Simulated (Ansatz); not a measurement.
A relaxation computed with Ansatz, from input to last step.

```yaml
crystal:
  lattice:
    - [2.4988149889, 0.0, 0.0]
    - [-1.2494074945, 2.1640372598, 0.0]
    - [0.0, 0.0, 12.4825075664]
  atoms:
    - { symbol: C, position: [0.0, 0.0, 0.0] }
    - { symbol: C, position: [0.0, 0.0, 0.125] }
    - { symbol: C, position: [0.3333333333, 0.6666666667, 0.1666666667] }
    - { symbol: C, position: [0.3333333333, 0.6666666667, 0.2916666667] }
    - { symbol: C, position: [0.6666666667, 0.3333333333, 0.3333333333] }
    - { symbol: C, position: [0.6666666667, 0.3333333333, 0.4583333333] }
    - { symbol: C, position: [0.3333333333, 0.6666666667, 0.5] }
    - { symbol: C, position: [0.3333333333, 0.6666666667, 0.625] }
    - { symbol: C, position: [0.6666666667, 0.3333333333, 0.6666666667] }
    - { symbol: C, position: [0.6666666667, 0.3333333333, 0.7916666667] }
    - { symbol: C, position: [0.3333333333, 0.6666666667, 0.8333333333] }
    - { symbol: C, position: [0.3333333333, 0.6666666667, 0.9583333333] }
basis:
  ecutwfc: 420
kpoints:
  mp_grid: { grid: [12, 12, 2] }
hamiltonian:
  xc: pbesol
scf:
  occupations: { method: gaussian, width: 0.02 }
output:
  forces: true
  stress: true
  eigenvalues: true
  populations: true
relax:
  adjacent_minimum: "off"
  f_tol: 0.01
  max_steps: 45
  cell: { stress_tol: 0.05 }
```

```bash
ansatz run input.yaml --threads 1 --pin off --max-ram 2560MiB --backend cpu --events-out ev --progress --plain --runs-dir out
```

Level of theory: DFT PBEsol, scalar-relativistic, plane waves, PAW in Ansatz.

Of 6 frames 6 are shown, positions in Å and forces in eV/Å; the SCF threshold varies from step to step. Steps run on the plane waves of an earlier cell, with a Pulay correction in the pressure. The basis is chosen afresh for the last frame, the zero of the energies, and can be on the way; energy and pressure step there, also at an unchanged geometry.

```xyz
12
Lattice="2.4988 0.0000 0.0000 -1.2494 2.1640 0.0000 0.0000 0.0000 12.4825" Properties=species:S:1:pos:R:3:forces:R:3 pbc="T T T" step=1 free_energy_over_end_meV_per_atom=1.41 pressure_GPa=-0.43
C     0.0000    0.0000    0.0000    0.0000    0.0000   -0.2290
C     0.0000    0.0000    1.5603    0.0000    0.0000    0.2290
C     0.0000    1.4427    2.0804    0.0000    0.0000    0.3480
C     0.0000    1.4427    3.6407    0.0000    0.0000   -0.3660
C     1.2494    0.7213    4.1608    0.0000    0.0000   -0.2000
C     1.2494    0.7213    5.7211    0.0000    0.0000   -0.0650
C     0.0000    1.4427    6.2413    0.0000    0.0000    0.0770
C     0.0000    1.4427    7.8016    0.0000    0.0000   -0.0770
C     1.2494    0.7213    8.3217    0.0000    0.0000    0.0650
C     1.2494    0.7213    9.8820    0.0000    0.0000    0.2000
C     0.0000    1.4427   10.4021    0.0000    0.0000    0.3660
C     0.0000    1.4427   11.9624    0.0000    0.0000   -0.3480
12
Lattice="2.5040 0.0000 0.0000 -1.2520 2.1685 0.0000 0.0000 0.0000 12.4237" Properties=species:S:1:pos:R:3:forces:R:3 pbc="T T T" step=2 free_energy_over_end_meV_per_atom=0.29 pressure_GPa=-0.15
C     0.0000    0.0000   -0.0040    0.0000    0.0000    0.0500
C     0.0000    0.0000    1.5570    0.0000    0.0000   -0.0500
C     0.0000    1.4457    2.0693    0.0000    0.0000    0.3350
C     0.0000    1.4457    3.6164    0.0000    0.0000   -0.3310
C     1.2520    0.7228    4.1291    0.0000    0.0000    0.0890
C     1.2520    0.7228    5.6895    0.0000    0.0000   -0.0590
C     0.0000    1.4457    6.2085    0.0000    0.0000    0.0980
C     0.0000    1.4457    7.7682    0.0000    0.0000   -0.0980
C     1.2520    0.7228    8.2872    0.0000    0.0000    0.0590
C     1.2520    0.7228    9.8475    0.0000    0.0000   -0.0890
C     0.0000    1.4457   10.3603    0.0000    0.0000    0.3310
C     0.0000    1.4457   11.9074    0.0000    0.0000   -0.3350
12
Lattice="2.5034 0.0000 0.0000 -1.2517 2.1680 0.0000 0.0000 0.0000 12.4279" Properties=species:S:1:pos:R:3:forces:R:3 pbc="T T T" step=3 free_energy_over_end_meV_per_atom=-0.03 pressure_GPa=-0.15
C     0.0000    0.0000   -0.0042    0.0000    0.0000    0.0050
C     0.0000    0.0000    1.5577    0.0000    0.0000   -0.0050
C     0.0000    1.4453    2.0756    0.0000    0.0000   -0.0340
C     0.0000    1.4453    3.6110    0.0000    0.0000    0.0370
C     1.2517    0.7227    4.1296    0.0000    0.0000   -0.0070
C     1.2517    0.7227    5.6895    0.0000    0.0000   -0.0010
C     0.0000    1.4453    6.2115    0.0000    0.0000   -0.0050
C     0.0000    1.4453    7.7699    0.0000    0.0000    0.0050
C     1.2517    0.7227    8.2920    0.0000    0.0000    0.0010
C     1.2517    0.7227    9.8518    0.0000    0.0000    0.0070
C     0.0000    1.4453   10.3704    0.0000    0.0000   -0.0370
C     0.0000    1.4453   11.9058    0.0000    0.0000    0.0340
12
Lattice="2.5031 0.0000 0.0000 -1.2515 2.1677 0.0000 0.0000 0.0000 12.4256" Properties=species:S:1:pos:R:3:forces:R:3 pbc="T T T" step=4 free_energy_over_end_meV_per_atom=-0.05 pressure_GPa=0.06
C     0.0000    0.0000   -0.0040    0.0000    0.0000   -0.0010
C     0.0000    0.0000    1.5572    0.0000    0.0000    0.0010
C     0.0000    1.4452    2.0746    0.0000    0.0000    0.0000
C     0.0000    1.4452    3.6109    0.0000    0.0000    0.0000
C     1.2515    0.7226    4.1289    0.0000    0.0000    0.0000
C     1.2515    0.7226    5.6885    0.0000    0.0000    0.0000
C     0.0000    1.4452    6.2103    0.0000    0.0000    0.0000
C     0.0000    1.4452    7.7685    0.0000    0.0000    0.0000
C     1.2515    0.7226    8.2904    0.0000    0.0000    0.0000
C     1.2515    0.7226    9.8499    0.0000    0.0000    0.0000
C     0.0000    1.4452   10.3679    0.0000    0.0000    0.0000
C     0.0000    1.4452   11.9042    0.0000    0.0000    0.0000
12
Lattice="2.5032 0.0000 0.0000 -1.2516 2.1678 0.0000 0.0000 0.0000 12.4261" Properties=species:S:1:pos:R:3:forces:R:3 pbc="T T T" step=5 free_energy_over_end_meV_per_atom=-0.04 pressure_GPa=0.00
C     0.0000    0.0000   -0.0040    0.0000    0.0000    0.0000
C     0.0000    0.0000    1.5573    0.0000    0.0000    0.0000
C     0.0000    1.4452    2.0747    0.0000    0.0000    0.0000
C     0.0000    1.4452    3.6111    0.0000    0.0000    0.0000
C     1.2516    0.7226    4.1291    0.0000    0.0000    0.0000
C     1.2516    0.7226    5.6887    0.0000    0.0000    0.0000
C     0.0000    1.4452    6.2106    0.0000    0.0000    0.0000
C     0.0000    1.4452    7.7688    0.0000    0.0000    0.0000
C     1.2516    0.7226    8.2907    0.0000    0.0000    0.0000
C     1.2516    0.7226    9.8503    0.0000    0.0000    0.0000
C     0.0000    1.4452   10.3683    0.0000    0.0000    0.0000
C     0.0000    1.4452   11.9046    0.0000    0.0000    0.0000
12
Lattice="2.5032 0.0000 0.0000 -1.2516 2.1678 0.0000 0.0000 0.0000 12.4261" Properties=species:S:1:pos:R:3:forces:R:3 pbc="T T T" step=6 free_energy_over_end_meV_per_atom=0.00 pressure_GPa=-0.01
C     0.0000    0.0000   -0.0040    0.0000    0.0000    0.0010
C     0.0000    0.0000    1.5573    0.0000    0.0000   -0.0010
C     0.0000    1.4452    2.0747    0.0000    0.0000    0.0010
C     0.0000    1.4452    3.6111    0.0000    0.0000   -0.0010
C     1.2516    0.7226    4.1291    0.0000    0.0000    0.0010
C     1.2516    0.7226    5.6887    0.0000    0.0000   -0.0010
C     0.0000    1.4452    6.2106    0.0000    0.0000    0.0010
C     0.0000    1.4452    7.7688    0.0000    0.0000   -0.0010
C     1.2516    0.7226    8.2907    0.0000    0.0000    0.0010
C     1.2516    0.7226    9.8503    0.0000    0.0000   -0.0010
C     0.0000    1.4452   10.3683    0.0000    0.0000    0.0010
C     0.0000    1.4452   11.9046    0.0000    0.0000   -0.0010
```

It took 2.2 min on 1 thread of Intel(R) Xeon(R) Processor @ 2.50GHz (Skylake/Cascade Lake), on a shared host, peak memory 0.37 GiB.